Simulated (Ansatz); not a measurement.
# BeO under a change: O interstitial (started 1.65 Å from the nearest host atom), symmetric start

The parent structure is an 8-atom supercell of BeO in the wurtzite structure (space group P6_3mc, No. 186; a = 2.690 Å, c = 4.370 Å) at its relaxed geometry.

Modification: a neutral O interstitial (started 1.65 Å from the nearest host atom), symmetric start, atoms relaxed at fixed cell.

Level of theory: DFT with r2SCAN, PAW potentials and a 500 eV plane-wave cutoff in Ansatz (a first-principles code), no SOC. Settings: 5×9×6 k-points, 0.01 eV Fermi–Dirac smearing.

```tsv
quantity	base	changed	shift
final site of the added atom	–	3 Be at 1.57–1.59 Å (trigonal planar)	–
```

Final structure:

```
CELL_PARAMETERS angstrom
      4.03573    -2.33003     0.00000
      1.34524     2.33003     0.00000
      0.00000     0.00000     4.36988
ATOMIC_POSITIONS crystal
  Be 0.17556 0.50000 0.01075
  Be 0.66236 0.00000 0.96062
  Be 0.80231 0.50000 0.42047
  Be 0.31576 0.00000 0.48799
  O  0.25892 0.50000 0.67003
  O  0.62829 0.00000 0.60831
  O  0.82320 0.50000 0.04378
  O  0.34945 0.00000 0.12013
  O  0.98414 0.00000 0.42872
```

Cost of the whole job for the changed cell (relaxation, final SCF and bands): around 7 core-minutes (rough).

Other magnetic orders, which the real material may have, were not ruled out. The cell is small, so the values are those of an ordered compound at a high defect concentration; dilute-limit values will differ. The defect started on the symmetric site and kept its symmetry, so it may sit on a saddle. The defect cell is spin-polarised and ends with 2.0 μB.
